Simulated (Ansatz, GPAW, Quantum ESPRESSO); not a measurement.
**One calculation of Nb, 4 ways**

```xyz
1
Lattice="-1.6640 1.6640 1.6640 1.6640 -1.6640 1.6640 1.6640 1.6640 -1.6640" Properties=species:S:1:pos:R:3 pbc="T T T"
Nb    0.0000    0.0000    0.0000
```

Alike in all runs: task band structure; functional LDA; k mesh 11 × 11 × 11; occupations fermi-dirac, width 0.05 eV; no spin polarisation; no spin-orbit coupling. LDA stands for any of its common fits. Pressure is positive in compression and, in plane waves, holds the error of the finite cutoff, which Ansatz's Pulay term estimates and takes out.

```
                                                    program and potentials  plane-wave cutoff (eV)                                                 notes  pressure (GPa)
                                                        Ansatz, Ansatz PAW                     420  potentials made for PBE, which Ansatz adapts in part          -11.55
GPAW, the program's PAW data sets (release 1.2.1) made for this functional                     600                                                     -          -12.43
                            Ansatz, all-electron LAPW, scalar-relativistic                       -                                                     -          -11.56
                        Quantum ESPRESSO, PseudoDojo 0.4.1 SR LDA standard                    1116                                                     -          -11.38
```

The pressure spans -12.43 (GPAW, the program's PAW data sets (release 1.2.1) made for this functional) to -11.38 GPa (Quantum ESPRESSO, PseudoDojo 0.4.1 SR LDA standard), with all-electron results at -11.56. The cell lies far from this level's equilibrium.

Differences between rows come from potentials, basis sets and numerical settings, since the functional is the same but for its coding. Runs on potential files found faulty are left out.
